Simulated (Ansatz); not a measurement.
# C in Ansatz: the effect of functional

The system is C.

```
CELL_PARAMETERS angstrom
0.00000 1.78337 1.78337
1.78337 0.00000 1.78337
1.78337 1.78337 0.00000
ATOMIC_POSITIONS crystal
C 0.75000 0.75000 0.75000
C 0.50000 0.50000 0.50000
```

This isn't the form of C at room conditions, which is graphite.

Alike in all runs:

```yaml
Program: Ansatz 0.2.0
Task: single point
Potentials_or_basis: all-electron PAW datasets made for the crystal
k_mesh: 10 × 10 × 10
Occupations: fermi-dirac, width 0.05 eV
Spin: no spin polarisation
```

Question: One run gave: gap on the mesh 6.07 eV; pressure -8.3 GPa. Which functional did it use?
A. HSE06
B. PBE0
C. PBE

Answer: B.

| functional | cutoff | gap on the mesh (eV) | pressure (GPa) |
| --- | --- | --- | --- |
| PBE | 540 eV (chosen from the basis error) | 4.18 | 1.8 |
| HSE06 | 600 eV (chosen from the basis error) | 5.32 | -8.1 |
| PBE0 | 600 eV (chosen from the basis error) | 6.07 | -8.3 |

A k mesh can miss the band edges.
